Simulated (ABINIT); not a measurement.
Crystal: In.

```
In
1.0
     3.33548    0.00000    0.00000
    -1.66774    2.88861    0.00000
     0.00000    0.00000    5.50914
In
2
Direct
  0.66667 0.33333 0.75000
  0.33333 0.66667 0.25000
```

This isn't the form of In at room conditions, which is tetragonal.

| Item | Value |
| --- | --- |
| Program | ABINIT 10.8.3 (patched build) |
| Task | single point |
| Functional | PBEsol |
| Potentials or basis | PseudoDojo NC SR PBEsol v0.4.1 standard |
| Cutoff | 952 eV |
| k mesh | 9 × 9 × 5 |
| Occupations | fermi-dirac, width 0.05 eV |
| Spin | no spin polarisation |

On this cell: pressure -1.4 GPa; largest force under 0.003 eV/Å; band gap on the k mesh none (metal or under the smearing width).

The same run follows on a disturbed copy (atoms moved at random, drawn with an rms of 0.05 Å):

```
In
1.0
     3.33548    0.00000    0.00000
    -1.66774    2.88861    0.00000
     0.00000    0.00000    5.50914
In
2
Direct
  0.67002 0.33591 0.74904
  0.32037 0.68022 0.25626
```

What does the disturbed cell give?

The energy (extrapolated to zero smearing) moves by +1.3 meV/atom; pressure -1.3 GPa; largest force 0.102 eV/Å; band gap on the k mesh none (metal or under the smearing width).

Forces in eV/Å, atoms in the order of the input:
```
In  -0.013  0.005  0.101
In   0.013 -0.005 -0.101
```

Stress tensor (GPa, compression positive):
```
-1.33  0.16 -0.02
 0.16 -1.19  0.01
-0.02  0.01 -1.45
```
